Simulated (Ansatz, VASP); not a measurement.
This is a calculation of W (Tungsten) for Ansatz 0.2.0. 

File input.yaml:

```yaml
crystal:
  lattice:
    - [-1.582345, 1.582345, 1.582345]
    - [1.582345, -1.582345, 1.582345]
    - [1.582345, 1.582345, -1.582345]
  atoms:
    - { symbol: W, position: [0.0, 0.0, 0.0] }
kpoints:
  mp_grid: { grid: [12, 12, 12] }
scf:
  occupations: { method: fermi_dirac, width: 0.05 }
hamiltonian:
  xc: pbe
  pseudopotentials: { kind: all_electron, lapw: { basis_error: 0.001 } }
output:
  forces: true
  stress: true
relax:
  f_tol: 0.02
  max_steps: 60
  cell: {}
```

Potentials or basis: all-electron LAPW, scalar-relativistic.

Command:

```sh
$ ansatz run input.yaml --threads 1 --pin off --max-ram 3072MiB --backend cpu --events-out ev --progress --plain --runs-dir out
```

**Question.** Set up the same calculation for VASP 6.6.1. Potentials or basis there: PBE PAW files W, release 54, 600 eV.

**Answer.** As run (cutoffs and basis follow the program's own potentials, and thresholds, step limits or extra output files can differ):

Contents of INCAR:

```
  PREC = Accurate
  ENCUT = 600
  EDIFF = 1E-6
  ISMEAR = -1
  SIGMA = 0.05
  LREAL = False
  LASPH = True
  NELM = 100
  ALGO = Normal
  ISIF = 3
  LWAVE = False
  LCHARG = False
  GGA = PE
  IBRION = 2
  NSW = 40
  EDIFFG = -0.01
```

Contents of KPOINTS:

```
Automatic mesh
0
Gamma
  12 12 12
```

File POSCAR:

```
W
1.0
   -1.5823450000      1.5823450000      1.5823450000
    1.5823450000     -1.5823450000      1.5823450000
    1.5823450000      1.5823450000     -1.5823450000
W
1
Direct
    0.0000000000      0.0000000000      0.0000000000
```

Potentials or basis: VASP PAW PBE potentials, release 54 (W).

Command:

```console
$ cat potpaw_PBE.54/W/POTCAR > POTCAR
$ mpirun -np 1 vasp_std > vasp.out
```

Both were run:

|  | Ansatz | VASP |
| --- | --- | --- |
| Relaxed volume | 16.15 Å³/atom | 15.96 Å³/atom |
| Relaxed cell | a = 2.758 Å, b = 2.758 Å, c = 2.758 Å, α = 109.47°, β = 109.47°, γ = 109.47° | a = 2.747 Å, b = 2.747 Å, c = 2.747 Å, α = 109.47°, β = 109.47°, γ = 109.47° |
| Space group after relaxing | Im-3m (No. 229) | Im-3m (No. 229) |
| Pressure after relaxing | 0.0 GPa | 0.0 GPa |

Where Ansatz's input types no cutoff or centring, it takes its own default and a Γ-centred mesh.

Pressure is positive in compression.
